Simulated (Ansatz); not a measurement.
La2O3, DFT, PBE, all-electron LAPW, scalar-relativistic (Ansatz 0.2.0), run on 2 threads of Intel(R) Xeon(R) 6975P-C (Granite Rapids) on a shared host.

The cell comes from COD entry 1010278, which wasn't checked; take it as a given geometry. It is an old determination, and later ones may differ. The listed cell was then made from it by scaling, straining or moving an atom.

Command: `ansatz run input.yaml --threads 2 --pin off --max-ram 6144MiB --backend cpu --events-out ev --progress --plain --runs-dir out`

```yaml
crystal:
  lattice:
    - [3.8514000692, 0.0, 0.0]
    - [-1.9257000346, 3.3354103, 0.0]
    - [0.0, 0.0, 6.12]
  atoms:
    - { symbol: La, position: [0.3333333333, 0.6666666667, 0.25] }
    - { symbol: La, position: [0.6666666667, 0.3333333333, 0.75] }
    - { symbol: O, position: [0.25, 0.25, 0.0] }
    - { symbol: O, position: [0.75, 0.0, 0.0] }
    - { symbol: O, position: [0.0, 0.75, 0.0] }
kpoints:
  mp_grid: { grid: [6, 6, 4] }
  band_path:
    path:
      - [0.0, 0.0, 0.0]
      - [0.5, 0.0, 0.0]
      - [0.3333333333, 0.3333333333, 0.0]
      - [0.0, 0.0, 0.0]
      - [0.0, 0.0, 0.5]
      - [0.5, 0.0, 0.5]
      - [0.3333333333, 0.3333333333, 0.5]
      - [0.0, 0.0, 0.5]
      - [0.5, 0.0, 0.5]
    npoints: 5
scf:
  occupations: { method: fermi_dirac, width: 0.02 }
hamiltonian:
  xc: pbe
  pseudopotentials: { kind: all_electron, lapw: { basis_error: 0.001 } }
output:
  forces: true
  stress: true
  eigenvalues: true
```

(1) How large is the problem that the program sets up?

(2) Estimate the wall time and the peak memory.

## Answers

(1) 24 irreducible k-points, 1893 plane waves at Γ, 50 bands.

(2) 39 s of wall time for 16 SCF iterations, with a peak of 0.6 GiB. Times on shared machines scatter by tens of per cent.
